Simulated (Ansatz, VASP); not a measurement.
# One calculation of Rh, two programs

File INCAR:

```
SYSTEM = Rh
ALGO     = Fast           ! electronic algorithm
EDIFF    = 1E-6           ! SCF threshold, eV
ENCUT    = 520            ! plane-wave cutoff, eV
GGA      = PE             ! functional
ISIF     = 2              ! what is computed and relaxed
ISMEAR   = 0              ! smearing method
LASPH    = .TRUE.         ! aspherical terms in the spheres
LCHARG   = .TRUE.         ! write CHGCAR
LELF     = .TRUE.         ! ELF
LREAL    = .FALSE.        ! projectors in reciprocal space
LVHAR    = .TRUE.       
LWAVE    = .FALSE.        ! write WAVECAR
NBANDS   = 14             ! bands
NELM     = 80             ! most SCF steps
PREC     = Accurate       ! precision mode
SIGMA    = 0.15           ! smearing width, eV
```

File KPOINTS:

```
k-points
0
G
  22 22 22
  0 0 0
```

File POSCAR:

```
Rh
1.0
    0.0000000000      1.9293801369      1.7860271927
    1.9293801369      0.0000000000      1.7860271927
    1.9293801369      1.9293801369      0.0000000000
Rh
1
Direct
    0.0000000000      0.0000000000      0.0000000000
```

Input for Ansatz:

```yaml
crystal:
  lattice:
    - [0.0, 1.9293801369, 1.7860271927]
    - [1.9293801369, 0.0, 1.7860271927]
    - [1.9293801369, 1.9293801369, 0.0]
  atoms:
    - { symbol: Rh, position: [0.0, 0.0, 0.0] }
basis:
  ecutwfc: 420
kpoints:
  mp_grid: { grid: [22, 22, 22] }
hamiltonian:
  xc: pbe
  pseudopotentials: { kind: paw, azcp: { folder: soft_1 } }
scf:
  occupations: { method: gaussian, width: 0.15 }
output:
  forces: true
  stress: true
  eigenvalues: true
```

Alike in both runs: task single point; functional PBE; k mesh 22 × 22 × 22; occupations gaussian, width 0.15 eV; no spin polarisation.

```csv
,VASP,Ansatz
version,VASP 6.6.1,Ansatz 0.2.0
potentials or method,"VASP PAW PBE potentials, release 64 (Rh_pv)","scalar-relativistic, plane waves, PAW"
plane-wave cutoff (eV),520,420
valence electrons in the cell,15,17
```

Ansatz gave:

| Quantity | Value |
| --- | --- |
| gap on the k mesh at the Fermi level (eV) | none |
| pressure (GPa) | 17.2 |
| largest component of the traceless stress (GPa) | 12.54 |

**Question.** Estimate VASP's values.

**Answer.** gap on the k mesh at the Fermi level (eV): none; pressure (GPa): 17.2; largest component of the traceless stress (GPa): 12.50.

A gap of «none» marks a metal or a gap that the smearing closes. The two sets of potentials don't hold the same shells in valence.

Caveats: so large a pressure means that the cell lies far from this level's equilibrium, or that cutoff or potentials fall short (VASP).
